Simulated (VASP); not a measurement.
GaP:

```
Ga P
1.0
     0.00000    2.72525    2.72525
     2.72525    0.00000    2.72525
     2.72525    2.72525    0.00000
Ga P
1 1
Cartesian
  0.0000 0.0000 0.0000
  4.0879 4.0879 4.0879
```

Base run:

| Item | Value |
| --- | --- |
| Program | VASP 6.6.1 |
| Functional | TB-mBJ |
| Potentials or basis | VASP PAW PBE potentials, release 64 (Ga_d, P) |
| Cutoff | 520 eV |
| k mesh | 8 × 8 × 8 |
| Occupations | fermi-dirac, width 0.05 eV |
| Spin | no spin polarisation |

Its results: band gap on the k mesh 2.43 eV, indirect (least direct gap 2.95 eV).

Q: After a change of settings the same cell gave: band gap on the k mesh 1.69 eV, indirect (least direct gap 2.01 eV). Which change was it?
A. functional from TB-mBJ to LAK; further incar settings from ALGO = Normal; EDIFF = 1e-07 to ALGO = Normal; EDIFF = 1e-06
B. functional from TB-mBJ to B3LYP; k mesh from 8 × 8 × 8 to 4 × 4 × 4
C. functional from TB-mBJ to TPSS; further incar settings from ALGO = Normal; EDIFF = 1e-07 to ALGO = Normal; EDIFF = 1e-07; NBANDS = 16

A: C.

Not every run made on this cell is shown here.
